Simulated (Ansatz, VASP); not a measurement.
# CdTe: VASP beside Ansatz

```
Cd Te
1.0
     0.00000    3.31002    3.31002
     3.31002    0.00000    3.31002
     3.31002    3.31002    0.00000
Cd Te
1 1
Direct
  0.00000 0.00000 0.00000
  0.25000 0.25000 0.25000
```

Alike in both runs: task single point; functional PBE; k mesh 8 × 8 × 8; occupations gaussian, width 0.02 eV; no spin polarisation.

```csv
,VASP,Ansatz
version,VASP 6.6.1,Ansatz 0.2.0
potentials or method,"VASP PAW PBE potentials, release 64 (Cd, Te)","scalar-relativistic, plane waves, PAW"
plane-wave cutoff (eV),520,420
valence electrons in the cell,18,36
```

VASP gave:

| Quantity | Value |
| --- | --- |
| gap on the k mesh at the Fermi level (eV) | 0.58 |
| least direct gap on the mesh (eV) | 0.58 |
| pressure (GPa) | 0.1 |

Q: Estimate Ansatz's values.

A: gap on the k mesh at the Fermi level (eV): 0.58; least direct gap on the mesh (eV): 0.58; pressure (GPa): 0.0.

The functional is the same, so the differences come from potentials, cutoffs and numerics. The two sets of potentials don't hold the same shells in valence.

Caveats: spin-orbit coupling is left out, which moves the levels of the heavy elements. As with any semilocal functional, this PBE gap is likely too small.
